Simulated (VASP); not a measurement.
Te, 1 atom in the cell. The structure is trigonal, space group R-3m (No. 166). Conventional cell: a = 4.281 Å, b = 4.281 Å, c = 4.709 Å, α = 90.00°, β = 90.00°, γ = 120.00°. Te (site symmetry -3m) is surrounded by 6 Te at 2.93 Å. This isn't the form of Te at room conditions, which is trigonal, of chains. The cell isn't the ideal one: volume scaled by 0.8.

| Quantity | Value |
| --- | --- |
| Program | VASP 6.6.1 |
| Task | density of states |
| Functional | PBEsol |
| Dispersion | D4 |
| Potentials or basis | VASP PAW PBE potentials, release 64 (Te) |
| Cutoff | 520 eV |
| k mesh | 7 × 7 × 7 |
| Occupations | gaussian, width 0.01 eV |
| Spin | spin-orbit coupling, no magnetisation |
| k mesh for the DOS | 11 × 11 × 11 |
| Further INCAR settings | ALGO = Fast; EDIFF = 1e-07 |

Potentials or basis: VASP PAW PBE potentials, release 64 (Te).

Command:

```sh
$ cat potpaw_PBE.64/Te/POTCAR > POTCAR
$ cp INCAR.step1 INCAR
$ cp KPOINTS.step1 KPOINTS
$ mpirun -np 1 vasp_ncl > vasp.out
$ cp INCAR.step2 INCAR
$ cp KPOINTS.step2 KPOINTS
$ mpirun -np 1 vasp_ncl > vasp.out
```

Hardware: 1 thread of AMD EPYC 9R45 (Zen 5), on a shared host.

How long does it take, and how much memory?

Wall time 59 s on 1 thread of AMD EPYC 9R45 (Zen 5), on a shared host, peak memory 0.2 GiB. Counts: scf iterations 9, k points 146.
